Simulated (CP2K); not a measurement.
The system is WS2.

```
CELL_PARAMETERS angstrom
6.42736 0.00000 0.00000
5.65154 3.06122 0.00000
5.65154 1.43230 2.70547
ATOMIC_POSITIONS crystal
W 0.00000 0.00000 0.00000
S 0.58100 0.58100 0.58100
S 0.75030 0.75030 0.75030
```

Measurements of this composition are mostly on another form, of space group No. 194.

Program: CP2K 2026.2. Alike in all runs: task band structure; no spin polarisation; cell as given; k mesh 10 × 10 × 10. Hardware: 1 thread of Arm Neoverse V2, on a shared host.

Question: Order these runs on this cell by their wall time, lowest first.
A. level r2SCAN; potentials or basis POTENTIAL_UZH W GTH-SCAN-q14, S GTH-SCAN-q6; TZVP-MOLOPT-SCAN-GTH basis; smearing fermi-dirac 0.1 eV; EPS_DEFAULT 1.0E-9; NGRIDS 4; points a segment of the path (NPOINTS) 10; bands added on the path 6; CUTOFF of the grids 675 Ry
B. level TB-mBJ; potentials or basis POTENTIAL_UZH W GTH-PBE-q14, S GTH-PBE-q6; TZVP-MOLOPT-PBE-GTH basis; smearing fermi-dirac 0.05 eV; EPS_DEFAULT 1.0E-10; NGRIDS 5; points a segment of the path (NPOINTS) 8; bands added on the path 4; CUTOFF of the grids 675 Ry
C. level PBEsol; potentials or basis POTENTIAL_UZH W GTH-PBE-q14, S GTH-PBE-q6; TZVP-MOLOPT-PBE-GTH basis; smearing fermi-dirac 0.05 eV; EPS_DEFAULT 1.0E-10; NGRIDS 4; points a segment of the path (NPOINTS) 6; bands added on the path 2; CUTOFF of the grids 450 Ry

Answer: C (110 s), A (220 s), B (450 s).

Caveats: this is a model potential without an energy functional, so only levels have meaning (some runs).
